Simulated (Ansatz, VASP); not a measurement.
# CdS (Hawleyite) in VASP and in Ansatz

```
Cd S
1.0
     2.87826    2.87826    0.00000
    -2.87826    2.87826    0.00000
     0.00000    2.87826    2.87826
Cd S
1 1
Direct
  0.00000 0.00000 0.00000
  0.75000 0.25000 0.50000
```

Change from the starting cell: unstrained.

Alike in both runs: task single point; functional LDA; k mesh 8 × 8 × 8; no spin polarisation.

```csv
,VASP,Ansatz
version,VASP 6.6.1,Ansatz 0.2.0
potentials or method,"VASP PAW LDA potentials, release 64 (Cd, S), cutoff 520 eV","all-electron LAPW, scalar-relativistic"
occupations,"gaussian, width 0.01 eV",fixed
```

```csv
,VASP,Ansatz,Ansatz less VASP
gap on the k mesh at the Fermi level (eV),0.98,0.95,-0.032
pressure (GPa),0.6,0.0,-0.53
```

Ansatz ran all-electron here, so the differences hold the error of VASP's frozen core and of both bases.
